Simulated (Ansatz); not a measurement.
Results of HSE06+SOC (PAW; Ansatz, an electronic-structure program) for chalcopyrite CuInS2.

Run with plane-wave cutoff 460 eV, 6×6×6 k mesh, Fermi–Dirac smearing 0.01 eV, PAW data made under PBE.

Cell (measured lattice):

```cif
data_Cu2In2S4
_chemical_formula_sum 'In2 Cu2 S4'
_space_group_name_H-M_alt 'P 1'
_space_group_IT_number 1
_cell_length_a 6.79972
_cell_length_b 6.79972
_cell_length_c 6.79972
_cell_angle_alpha 132.079
_cell_angle_beta 132.079
_cell_angle_gamma 70.104
loop_
_space_group_symop_operation_xyz
  'x, y, z'
loop_
_atom_site_label
_atom_site_type_symbol
_atom_site_fract_x
_atom_site_fract_y
_atom_site_fract_z
_atom_site_occupancy
In1 In 0.50000 0.50000 0.00000 1
In2 In 0.25000 0.75000 0.50000 1
Cu1 Cu 0.00000 0.00000 0.00000 1
Cu2 Cu 0.75000 0.25000 0.50000 1
S1 S 0.87500 0.89554 0.52054 1
S2 S 0.10446 0.62500 0.97946 1
S3 S 0.37500 0.35446 0.47946 1
S4 S 0.64554 0.12500 0.02054 1
```

**Question.** Give the computed band gap.

**Answer.** 
* **band gap**: 1.34 eV (on the SCF k mesh) (direct)

Measured, for comparison: band gap 1.55 eV (temperature not stated, not corrected to a static lattice, direct or pseudo-direct at Γ; as tabulated in Ghosh et al. (2024), arXiv:2401.16805). Computed (rounded) less measured: band gap -0.21 eV.

Note: cell and atoms aren't relaxed at this level (largest force component 0.07 eV/Å, pressure 1.1 GPa).

Static lattice: no zero-point or thermal effects.
